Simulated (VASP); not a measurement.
Write the native input for VASP 6.6.1 that does the following.

```yaml
Task: single point
Functional: PBEsol
Potentials_or_basis: VASP PAW PBE potentials, release 64 (Al)
Cutoff: 520 eV
k_mesh: 18 × 18 × 18
Occupations: gaussian, width 0.1 eV
Spin: no spin polarisation
Dipole_correction: no
Further_INCAR_settings: ALGO = Normal; EDIFF = 1e-06; NBANDS = 8
```

The structure of Al lies in POSCAR:

```
Al
1.0
   -1.6064390039      1.6064390039      1.6064390039
    1.6064390039     -1.6064390039      1.6064390039
    1.6064390039      1.6064390039     -1.6064390039
Al
1
Direct
    0.0000000000      0.0000000000      0.0000000000
```

This isn't the form of Al at room conditions, which is fcc.

One way to write it, as run:

INCAR

```
  ALGO = Normal
  EDIFF = 1E-6
  ENCUT = 520
  GGA = PS
  ISIF = 2
  ISMEAR = 0
  LASPH = T
  LCHARG = T
  LELF = T
  LREAL = F
  LVHAR = T
  LWAVE = F
  NBANDS = 8
  NELM = 100
  PREC = Accurate
  SIGMA = 0.1
```

KPOINTS

```
k-points
0
Gamma
  18 18 18
```

Potentials or basis: VASP PAW PBE potentials, release 64 (Al).

The run is started by

```sh
$ cat potpaw_PBE.64/Al/POTCAR > POTCAR
$ mpirun -np 1 vasp_std > vasp.out
```

It gave:

```
Pressure               : 0.1 GPa
Band gap on the k mesh : none (metal or under the smearing width)
```

Caveat: the PAW data sets were made with another functional, which shifts forces and pressure a little.

Wall time 8.4 s on 1 thread of Intel(R) Xeon(R) Platinum 8488C (Sapphire Rapids), with other jobs on the host, peak memory 0.14 GiB.
